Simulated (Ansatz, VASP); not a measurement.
**One calculation of Cu4O, two programs**

```xyz
5
Lattice="-2.5349 2.5349 2.5349 2.5349 -2.5349 2.5349 2.5349 2.5349 -2.5349" Properties=species:S:1:pos:R:3 pbc="T T T"
Cu    1.3449    1.3449   -1.3449
Cu   -1.3449    1.3449    1.3449
Cu    1.3449   -1.3449    1.3449
Cu    1.1900    1.1900    1.1900
O     0.0000    0.0000    0.0000
```

Change from the starting cell: species swapped into the H4C type (I-43m, No. 217).

Alike in both runs: functional PBE; k mesh 6 × 6 × 6; occupations gaussian, width 0.1 eV; no spin polarisation.

Ansatz relaxed the structure, and its values are those at the end. VASP's run is a single point on that final structure, the one shown.

|  | VASP | Ansatz |
| --- | --- | --- |
| version | VASP 6.6.1 | Ansatz 0.2.0 |
| potentials or method | VASP PAW PBE potentials, release 64 (Cu, O) | scalar-relativistic, plane waves, PAW |
| plane-wave cutoff (eV) | 520 | 420 |
| valence electrons in the cell | 50 | 82 |

|  | VASP | Ansatz | Ansatz less VASP |
| --- | --- | --- | --- |
| gap on the k mesh at the Fermi level (eV) | none | none | - |
| pressure (GPa) | 0.1 | -0.2 | -0.29 |
| rms of the force components (eV/Å) | 0.026 | 0.013 | -0.0130 |

A gap of «none» marks a metal or a gap that the smearing closes. With one functional, cell and mesh, what is left measures potentials, basis and numerics. The two sets of potentials don't hold the same shells in valence.

Caveats: the run has no spin polarisation, though such a crystal can be magnetic; semilocal functionals often make such compounds metallic where correlation or magnetic order opens a gap, which also shifts bond lengths.
